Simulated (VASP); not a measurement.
Method: PBEsol GGA, VASP's PBE PAW potentials (set 64) (plane waves; VASP 6.6.1).

VASP ran on this input.

File POSCAR:
```
ZnTe
1
    0.0000000000     3.0054300719     3.0054300719
    3.0054300719     0.0000000000     3.0054300719
    3.0054300719     3.0054300719     0.0000000000
Zn Te
1 1
Direct
  0.0000000000   0.0000000000   0.0000000000
  0.2500000000   0.2500000000   0.2500000000
```

### KPOINTS
```
kpoints
0
Gamma
 8 8 8
0 0 0
```

**INCAR**
```
ALGO=Normal
EDIFF=1E-7
ENCUT=520
GGA=PS
ISIF=2
ISMEAR=0
LASPH=.TRUE.
LCHARG=.FALSE.
LMAXMIX=4
LREAL=.FALSE.
LWAVE=.FALSE.
NELM=100
PREC=Accurate
SIGMA=0.05
SYSTEM=ZnTe
```

POTCAR, in this order: Zn Te (PBE.64 set). Program: vasp_std.

The run wrote:

File OUTCAR:
```
 ion  position               nearest neighbor table
   1  0.000  0.000  0.000-   2 2.60   2 2.60   2 2.60   2 2.60
   2  0.250  0.250  0.250-   1 2.60   1 2.60   1 2.60   1 2.60
  LATTYP: Found a face centered cubic cell.
 ALAT       =     6.0108601438
 Subroutine PRICEL returns:
 Original cell was already a primitive cell.
 Subroutine GETGRP returns: Found 24 space group operations
The static configuration has the point symmetry T_d .
The dynamic configuration has the point symmetry T_d .
 Subroutine INISYM returns: Found 24 space group operations
 Subroutine IBZKPT returns following result:
 Found     29 irreducible k-points:

 Following reciprocal coordinates:
            Coordinates               Weight
  0.000000  0.000000  0.000000      1.000000
  0.125000  0.000000  0.000000      8.000000
  0.250000  0.000000  0.000000      8.000000
  0.375000  0.000000  0.000000      8.000000
  0.500000  0.000000  0.000000      4.000000
  0.125000  0.125000  0.000000      6.000000
  0.250000  0.125000  0.000000     24.000000
  0.375000  0.125000  0.000000     24.000000
  0.500000  0.125000  0.000000     24.000000
 -0.375000  0.125000  0.000000     24.000000
 -0.250000  0.125000  0.000000     24.000000
 -0.125000  0.125000  0.000000     12.000000
  0.250000  0.250000  0.000000      6.000000
  0.375000  0.250000  0.000000     24.000000
  0.500000  0.250000  0.000000     24.000000
 -0.375000  0.250000  0.000000     24.000000
 -0.250000  0.250000  0.000000     12.000000
  0.375000  0.375000  0.000000      6.000000
  0.500000  0.375000  0.000000     24.000000
 -0.375000  0.375000  0.000000     12.000000
  0.500000  0.500000  0.000000      3.000000
  0.375000  0.250000  0.125000     24.000000
  0.500000  0.250000  0.125000     48.000000
 -0.375000  0.250000  0.125000     24.000000
...
```

OSZICAR:
```
       N       E                     dE             d eps       ncg     rms          rms(c)
DAV:   1     0.782356379308E+02    0.78236E+02   -0.85544E+03   754   0.149E+03
DAV:   2    -0.151303769281E+01   -0.79749E+02   -0.76395E+02   779   0.261E+02
DAV:   3    -0.605314488023E+01   -0.45401E+01   -0.45243E+01   944   0.629E+01
DAV:   4    -0.611882596070E+01   -0.65681E-01   -0.65667E-01   954   0.741E+00
DAV:   5    -0.611993266530E+01   -0.11067E-02   -0.11067E-02   940   0.741E-01    0.522E+00
DAV:   6    -0.592324296091E+01    0.19669E+00   -0.78988E-01   924   0.287E+01    0.406E+00
DAV:   7    -0.591028801002E+01    0.12955E-01   -0.13784E-01   839   0.469E+00    0.172E+00
DAV:   8    -0.590770141846E+01    0.25866E-02   -0.51819E-03   972   0.752E-01    0.384E-01
DAV:   9    -0.590757466785E+01    0.12675E-03   -0.83784E-04   919   0.487E-01    0.132E-01
DAV:  10    -0.590757930003E+01   -0.46322E-05   -0.12447E-04   854   0.121E-01    0.950E-02
DAV:  11    -0.590759979568E+01   -0.20496E-04   -0.37910E-05   817   0.410E-02    0.208E-02
DAV:  12    -0.590760186979E+01   -0.20741E-05   -0.66809E-06   986   0.390E-02    0.195E-02
DAV:  13    -0.590760173321E+01    0.13658E-06   -0.11938E-06   854   0.138E-02    0.774E-03
DAV:  14    -0.590760177475E+01   -0.41538E-07   -0.37285E-07   914   0.436E-03
   1 F= -.59076018E+01 E0= -.59076018E+01  d E =-.528801E-13
```

OUTCAR:
```
------------------------ aborting loop because EDIFF is reached ----------------------------------------
  FORCE on cell =-STRESS in cart. coord.  units (eV):
  Direction    XX          YY          ZZ          XY          YZ          ZX
  --------------------------------------------------------------------------------------
  Total        0.5516708      0.5516708      0.5516708      0.0000000     -0.0000000      0.0000000
  in kB       16.2794867     16.2794867     16.2794867      0.0000000     -0.0000000      0.0000000
  external PRESSURE =      16.2794867 kB  Pullay stress =       0.0000000 kB
  volume of cell :       54.29
      direct lattice vectors                 reciprocal lattice vectors
     0.000000000  3.005430072  3.005430072    -0.166365541  0.166365541  0.166365541
     3.005430072  0.000000000  3.005430072     0.166365541 -0.166365541  0.166365541
     3.005430072  3.005430072  0.000000000     0.166365541  0.166365541 -0.166365541
 POSITION                                       TOTAL-FORCE (eV/Angst)
 -----------------------------------------------------------------------------------
      0.00000      0.00000      0.00000        -0.000000     -0.000000     -0.000000
      1.50272      1.50272      1.50272         0.000000      0.000000      0.000000
 -----------------------------------------------------------------------------------
    total drift:                                0.000001      0.000001      0.000001
  FREE ENERGIE OF THE ION-ELECTRON SYSTEM (eV)
  ---------------------------------------------------
  free  energy   TOTEN  =        -5.9076017747 eV

  energy  without entropy=       -5.9076017747  energy(sigma->0) =       -5.90760177
```
(Selected blocks of OUTCAR.)

The compound is ZnTe in the zinc blende structure. This cell is one point of a volume scan, at 0.97 of the reference volume.
